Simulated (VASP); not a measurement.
## I: equation of state with PBE

I:

```
I
1.0
    -2.08938    2.08938    2.08938
     2.08938   -2.08938    2.08938
     2.08938    2.08938   -2.08938
I
1
Direct
  0.00000 0.00000 0.00000
```

The real solid is made of molecules; this cell is a model form.

```yaml
Program: VASP 6.6.1
Task: equation of state
Functional: PBE
Potentials_or_basis: VASP PAW PBE potentials, release 64 (I)
Cutoff: 520 eV
k_mesh: 9 × 9 × 9
Occupations: fermi-dirac, width 0.05 eV
Spin: no spin polarisation
```

- Equilibrium volume: 36.20 Å³/atom
- Bulk modulus: 23 GPa
- Pressure derivative of the bulk modulus: 5.6

Energy against volume, from the lowest point:
```
volume (Å³/atom)  energy (meV/atom)
          34.296               7.90
          35.025               2.78
          35.755               0.25
          36.485               0.00
          37.214               1.75
          37.944               5.24
          38.674              10.25
```

All runs of the series together: 40 s on 1 thread of AMD EPYC 9R45 96-Core Processor (Zen 5), on a shared host.

The run has no spin-orbit coupling, so splittings on I are missing.
